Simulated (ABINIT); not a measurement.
MgB2:

```xyz
3
Lattice="3.0850 0.0000 0.0000 -1.5425 2.6717 0.0000 0.0000 0.0000 3.5230" Properties=species:S:1:pos:R:3 pbc="T T T"
Mg    0.0000    0.0000    0.0000
B     1.5425    0.8906    1.7615
B     0.0000    1.7811    1.7615
```

Base run:

- Program: ABINIT 10.8.3 (patched build)
- Functional: LDA
- Potentials or basis: PseudoDojo NC SR LDA v0.4.1 standard
- Cutoff: 1088 eV
- k mesh: 8 × 8 × 6
- Occupations: fermi-dirac, width 0.05 eV
- Spin: no spin polarisation

Its results: band gap on the k mesh none (metal or under the smearing width); pressure -7.4 GPa.

The run is repeated on the same cell with these changes: functional from LDA to PBEsol; potentials or basis from PseudoDojo NC SR LDA v0.4.1 standard to PseudoDojo NC SR PBEsol v0.4.1 standard; cutoff from 1088 eV to 1034 eV. What comes out?

Band gap on the k mesh none (metal or under the smearing width); pressure -3.3 GPa.
